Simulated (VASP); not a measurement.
Set up this calculation in VASP 6.6.1, as the native input.

* Task: relaxation of cell and atoms
* Functional: LDA
* Potentials or basis: VASP PAW LDA potentials, release 64 (Mg)
* Cutoff: 600 eV
* k mesh: 10 × 10 × 5
* Occupations: fermi-dirac, width 0.05 eV
* Spin: no spin polarisation
* Further INCAR settings: ALGO = Normal; EDIFF = 1e-07; IBRION = 2; EDIFFG = -0.02; NSW = 40; ISIF = 3

The structure of Mg lies in POSCAR:

```
Mg
1.0
    3.2093000000      0.0000000000      0.0000000000
   -1.6046500000      2.7793353284      0.0000000000
    0.0000000000      0.0000000000      5.2103000000
Mg
2
Direct
    0.6666666667      0.3333333333      0.7500000000
    0.3333333333      0.6666666667      0.2500000000
```

One way to write it, as run:

INCAR

```
SYSTEM = Mg
PREC = Accurate
ENCUT = 600
EDIFF = 1E-7
ISMEAR = -1
SIGMA = 0.05
LREAL = .FALSE.
LASPH = .TRUE.
NELM = 60
ALGO = Normal
ISIF = 3
LWAVE = .FALSE.
LCHARG = .FALSE.
GGA = CA
IBRION = 2
NSW = 40
EDIFFG = -0.02
```

KPOINTS

```
regular mesh
0
G
  10 10 5
  0 0 0
```

Potentials or basis: VASP PAW LDA potentials, release 64 (Mg).

Launch:

```console
$ cat potpaw_LDA.64/Mg/POTCAR > POTCAR
$ mpirun -np 1 vasp_std > vasp.out
```

It gave:

| Quantity | Value |
| --- | --- |
| Relaxed volume | 21.43 Å³/atom |
| Relaxed cell | a = 3.094 Å, b = 3.094 Å, c = 5.171 Å, α = 90.00°, β = 90.00°, γ = 120.00° |
| Space group after relaxing (to 0.05 Å) | P6_3/mmc (No. 194) |
| Energy gained by relaxing | 18.3 meV/atom |
| Ionic steps | 7 |
| Pressure after relaxing | 0.1 GPa |
| Band gap on the k mesh | none (metal or under the smearing width) |

It took 42 s on 1 thread of Intel(R) Xeon(R) Platinum 8259CL CPU @ 2.50GHz (Skylake/Cascade Lake), with other jobs on the host, peak memory 0.16 GiB.
